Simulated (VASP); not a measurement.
# Mo (Im-3m) in VASP: further runs

Runs on Mo. Level: LDA. Tasks: single point.

Program: VASP 6.6.1. These are calculated values, not measurements. Logs are shortened: lines on timing, memory, paths and dates and some standing lists are left out, and cuts for length are marked.

## (1) The undisturbed crystal

It takes space group Im-3m (No. 229, cubic). Conventional cell: a = 3.168 Å, b = 3.168 Å, c = 3.168 Å, α = 90.00°, β = 90.00°, γ = 90.00°. Around Mo (site symmetry m-3m) lie 8 Mo at 2.74 Å.

## (2) Single point, LDA (grid = ENCUT=280 dk=0.35 cell=2x2x2 ISMEAR=1 SIGMA=0.1 LREAL=Auto EDIFF=1e-06)

Contents of INCAR:

```
  PREC = Accurate
  ENCUT = 280
  EDIFF = 1E-6
  ISMEAR = 1
  SIGMA = 0.1
  LREAL = Auto
  LASPH = True
  NELM = 120
  ALGO = Fast
  ISIF = 2
  LWAVE = False
  LCHARG = False
  NBANDS = 64
```

Contents of KPOINTS:

```
regular mesh
0
Gamma
  5 5 5
```

Contents of POSCAR:

```
Mo
1.0
   -3.1676179438      3.1676179438      3.1676179438
    3.1676179438     -3.1676179438      3.1676179438
    3.1676179438      3.1676179438     -3.1676179438
Mo
8
Direct
    0.0000000000      0.0000000000      0.0000000000
    0.0000000000      0.0000000000      0.5000000000
    0.0000000000      0.5000000000      0.0000000000
    0.0000000000      0.5000000000      0.5000000000
    0.5000000000      0.0000000000      0.0000000000
    0.5000000000      0.0000000000      0.5000000000
    0.5000000000      0.5000000000      0.0000000000
    0.5000000000      0.5000000000      0.5000000000
```

Potentials or basis: VASP PAW LDA potentials, release 64 (Mo_sv).

Command:

```
cat potpaw_LDA.64/Mo_sv/POTCAR > POTCAR
mpirun -np 1 vasp_std > vasp.out
```

OUTCAR:

```text
PREC = Accurate
   ENCUT = 280
   EDIFF = 1E-6
   ISMEAR = 1
   LREAL = Auto
   LASPH = True
   NELM = 120
   ISIF = 2

 Found     10 irreducible k-points:

 Following reciprocal coordinates:
            Coordinates               Weight
  0.000000  0.000000  0.000000      1.000000
  0.200000  0.000000  0.000000     12.000000
  0.400000  0.000000  0.000000     12.000000
  0.200000  0.200000  0.000000     24.000000
  0.400000  0.200000  0.000000     24.000000
  0.200000  0.200000  0.200000      8.000000
   k-points           NKPTS =     10   k-points in BZ     NKDIM =     10   number of bands    NBANDS=     64
   number of dos      NEDOS =    301   number of ions     NIONS =      8
   total plane-waves  NPLWV =  27000
   dimension x,y,z NGX =    30 NGY =   30 NGZ =   30
   dimension x,y,z NGXF=    60 NGYF=   60 NGZF=   60
   ions per type =               8
   NGX,Y,Z   is equivalent  to a cutoff of   9.09,  9.09,  9.09 a.u.
   NGXF,Y,Z  is equivalent  to a cutoff of  18.18, 18.18, 18.18 a.u.
 SYSTEM =  unknown system
   PREC   = accura    normal or accurate (medium, high low for compatibility)
   ISTART =      0    job   : 0-new  1-cont  2-samecut
   ICHARG =      2    charge: 1-file 2-atom 10-const
   ISPIN  =      1    spin polarized calculation?
   LNONCOLLINEAR =      F non collinear calculations
   LSORBIT =      F    spin-orbit coupling
   LASPH  =      T    aspherical Exc in radial PAW
   ENCUT  =  280.0 eV  20.58 Ry    4.54 a.u.   7.49  7.49  7.49*2*pi/ulx,y,z
   NELM   =    120;   NELMIN=  2; NELMDL= -5     # of ELM steps
   EDIFF  = 0.1E-05   stopping-criterion for ELM
   LREAL  =      T    real-space projection
   EDIFFG = 0.1E-04   stopping-criterion for IOM
   NSW    =      0    number of steps for IOM
   IBRION =     -1    ionic relax: 0-MD 1-quasi-New 2-CG
   NFREE  =      0    steps in history (QN), initial steepest desc. (CG)
   ISIF   =      2    stress and relaxation
   ISYM   =      2    0-nonsym 1-usesym 2-fastsym
   POTIM  = 0.5000    time-step for ionic-motion
   TEBEG  =    0.0;   TEEND  =   0.0 temperature during run
   PSTRESS=    0.0 pullay stress
   NELECT =     112.0000    total number of electrons
   NUPDOWN=      -1.0000    fix difference up-down
   EMIN   =  10.00;   EMAX   =-10.00  energy-range for DOS
   EFERMI =   0.00;   METHOD = LEGACY
   ISMEAR =     1;   SIGMA  =   0.10  broadening in eV -4-tet -1-fermi 0-gaus
   EFERMI_NEDOS =   21; number of points for ismear=-14 and -15
   IALGO  =     68    algorithm
   IMIX   =      4    mixing-type and parameters
     AMIX     =   0.40;   BMIX     =  1.00
     AMIX_MAG =   1.60;   BMIX_MAG =  1.00
  volume/ion in A,a.u.               =      15.89       107.24
  Fermi-wavevector in a.u.,A,eV,Ry     =   1.569380  2.965698 33.510508  2.462953
  Thomas-Fermi vector in A             =   2.671271
   LORBIT       =      0    0 simple, 1 ext, 2 COOP (PROOUT), +10 PAW based schemes
   GGA     = CA    functional components
   LHFCALC =     F    Hartree Fock is set to
   AEXX    =    0.0000 exact exchange contribution
   IVDW    =     0    specifies the selected vdW correction
   LEPSILON=     F    determine dielectric tensor
   LRPA    =     F    only Hartree local field effects (RPA)
 non-spin polarized calculation
 RMM-DIIS sequential band-by-band and
 Methfessel and Paxton  Order N= 1 SIGMA  =   0.10
  energy-cutoff  :      280.00
  volume of cell :      127.13
 maximum number of plane-waves:      1409
 NGX is ok and might be reduce to    30
   NGX = 15   NGY = 15   NGZ = 15

 number of electron     112.0000033 magnetization

 Free energy of the ion-electron system (eV)
  ---------------------------------------------------
  ext. energy  EPLUGINS =         0.00000000
  ---------------------------------------------------
  free energy    TOTEN  =       -96.70385728 eV

  energy without entropy =      -96.70526569  energy(sigma->0) =      -96.70432675

 E-fermi :  12.3376     XC(G=0): -13.5094

 val. band max:       12.3166147555   @ k =  -0.4000   0.4000   0.4000
 cond. band min:      12.3430856937   @ k =  -0.4000   0.4000   0.4000
 fundamental gap:      0.0264709382
 Fermi energy:        12.3375805631

 k-point     1 :       0.0000    0.0000    0.0000
  band No.  band energies     occupation
      1     -48.6668      2.00000
      2     -48.4118      2.00000
      3     -48.4118      2.00000
      4     -48.4118      2.00000
      5     -48.4118      2.00000
      6     -48.4118      2.00000
[... 56 lines left out ...]
     63      13.8546     -0.00000
     64      13.8610     -0.00000

 k-point     2 :       0.2000    0.0000    0.0000
  band No.  band energies     occupation
      1     -48.6425      2.00000
      2     -48.4362      2.00000
      3     -48.4113      2.00000
      4     -48.4113      2.00000
      5     -48.4113      2.00000
      6     -48.4113      2.00000
[... 56 lines left out ...]
     63      13.8341     -0.00000
     64      13.8975     -0.00000

 k-point     3 :       0.4000    0.0000    0.0000
  band No.  band energies     occupation
      1     -48.5793      2.00000
      2     -48.5006      2.00000
      3     -48.4114      2.00000
      4     -48.4114      2.00000
      5     -48.4114      2.00000
      6     -48.4114      2.00000
[... 56 lines left out ...]
     63      13.5383     -0.00000
     64      13.5403     -0.00000

 k-point     4 :       0.2000    0.2000    0.0000
  band No.  band energies     occupation
      1     -48.5990      2.00000
      2     -48.4563      2.00000
      3     -48.4563      2.00000
      4     -48.4251      2.00000
      5     -48.3910      2.00000
      6     -48.3805      2.00000
[... 56 lines left out ...]
     63      13.7345     -0.00000
     64      13.9735     -0.00000

 k-point     5 :       0.4000    0.2000    0.0000
  band No.  band energies     occupation
      1     -48.5279      2.00000
      2     -48.5279      2.00000
      3     -48.4640      2.00000
      4     -48.4304      2.00000
      5     -48.3833      2.00000
      6     -48.3755      2.00000
[... 56 lines left out ...]
     63      13.7680     -0.00000
     64      13.7905     -0.00000

 k-point     6 :       0.2000    0.2000    0.2000
  band No.  band energies     occupation
      1     -48.5457      2.00000
      2     -48.4796      2.00000
      3     -48.4796      2.00000
      4     -48.4796      2.00000
      5     -48.3568      2.00000
      6     -48.3568      2.00000
[... 56 lines left out ...]
     63      13.8060     -0.00000
     64      14.1042     -0.00000

 [... further k-points ...]

------------------------ aborting loop because EDIFF is reached ----------------------------------------

  FORCE on cell =-STRESS in cart. coord.  units (eV):
  Direction    XX          YY          ZZ          XY          YZ          ZX
  --------------------------------------------------------------------------------------
  -------------------------------------------------------------------------------------
  Total      -11.2141411    -11.2141411    -11.2141411      0.0000000      0.0000000     -0.0000000
  in kB     -141.3247489   -141.3247489   -141.3247489      0.0000000      0.0000000     -0.0000000
  external PRESSURE =    -141.3247489 kB  Pullay stress =       0.0000000 kB

 VOLUME and BASIS-vectors are now :
 -----------------------------------------------------------------------------
  energy-cutoff  :      280.00
  volume of cell :      127.13
      direct lattice vectors                 reciprocal lattice vectors
    -3.167617944  3.167617944  3.167617944     0.000000000  0.157847319  0.157847319
     3.167617944 -3.167617944  3.167617944     0.157847319  0.000000000  0.157847319
     3.167617944  3.167617944 -3.167617944     0.157847319  0.157847319  0.000000000

 POSITION                                       TOTAL-FORCE (eV/Angst)
 -----------------------------------------------------------------------------------
      0.00000      0.00000      0.00000         0.000000     -0.000000     -0.000000
      1.58381      1.58381     -1.58381        -0.000000      0.000000      0.000000
      1.58381     -1.58381      1.58381         0.000000      0.000000      0.000000
      3.16762      0.00000      0.00000         0.000000     -0.000000      0.000000
     -1.58381      1.58381      1.58381        -0.000000      0.000000      0.000000
      0.00000      3.16762      0.00000        -0.000000      0.000000     -0.000000
      0.00000      0.00000      3.16762        -0.000000      0.000000     -0.000000
      1.58381      1.58381      1.58381         0.000000     -0.000000     -0.000000
 -----------------------------------------------------------------------------------
    total drift:                                0.000000      0.000000      0.000000

  FREE ENERGIE OF THE ION-ELECTRON SYSTEM (eV)
  ---------------------------------------------------
  free  energy   TOTEN  =       -96.7038572794 eV

  energy  without entropy=      -96.7052656912  energy(sigma->0) =      -96.70432675
```

It took 82 s on 1 thread of Intel Xeon Platinum 8259CL at 2.50GHz (Skylake/Cascade Lake), shared host; peak memory 0.16 GiB.

The run converged, but some of its settings lie outside the range that counts as converged, so its numbers aren't taken as properties of the crystal.

Results:

```
Free energy            : -96.7039 eV
Band gap on the k mesh : none (metal or under the smearing width)
```

Caveat: the cutoff is under 1.25 times the usual one of these potentials, so pressure, stress and relaxed cells hold a basis-set (Pulay) error.

## (3) Single point, LDA (grid = ENCUT=400 dk=0.45 cell=2x2x2 ISMEAR=1 SIGMA=0.1 LREAL=Auto EDIFF=1e-06)

Changes to INCAR since step 2:

```diff
@@ -1,3 +1,3 @@
   PREC = Accurate
-  ENCUT = 280
+  ENCUT = 400
   EDIFF = 1E-6
```

Contents of KPOINTS:

```
regular mesh
0
Gamma
  4 4 4
```

POSCAR is that of step 2.

Potentials or basis: VASP PAW LDA potentials, release 64 (Mo_sv).

Command:

```
cat potpaw_LDA.64/Mo_sv/POTCAR > POTCAR
mpirun -np 1 vasp_std > vasp.out
```

Wall time 89 s (1 thread of Intel Xeon Platinum 8259CL at 2.50GHz (Skylake/Cascade Lake), shared host); peak memory 0.18 GiB.

These settings aren't checked as converged: the numbers below hold their error.

What came out:

```yaml
Free_energy: -96.5974 eV
Pressure: -13.0 GPa
Band_gap_on_the_k_mesh: none (metal or under the smearing width)
```

## (4) Single point, LDA (grid = ENCUT=340 dk=0.35 cell=2x2x2 ISMEAR=1 SIGMA=0.1 LREAL=Auto EDIFF=1e-06)

Changes to INCAR since step 3:

```diff
@@ -1,3 +1,3 @@
   PREC = Accurate
-  ENCUT = 400
+  ENCUT = 340
   EDIFF = 1E-6
```

Contents of KPOINTS:

```
regular mesh
0
Gamma
  5 5 5
```

POSCAR is that of step 3.

Command:

```
cat potpaw_LDA.64/Mo_sv/POTCAR > POTCAR
mpirun -np 1 vasp_std > vasp.out
```

Wall time 1.7 min (1 thread of Intel Xeon Platinum 8259CL at 2.50GHz (Skylake/Cascade Lake), shared host); peak memory 0.18 GiB.

These settings aren't checked as converged: the numbers below hold their error.

Results:

* Free energy: -96.6645 eV
* Pressure: -14.9 GPa
* Band gap on the k mesh: none (metal or under the smearing width)

## (5) The reference run

An earlier run on the cell as given: functional PBE; potentials or basis VASP PAW PBE potentials, release 64 (Mo_sv); cutoff 520 eV; k mesh 12 × 12 × 12; occupations fermi-dirac, width 0.05 eV; no spin polarisation.

- Pressure: -1.4 GPa
- Band gap on the k mesh: none (metal or under the smearing width)
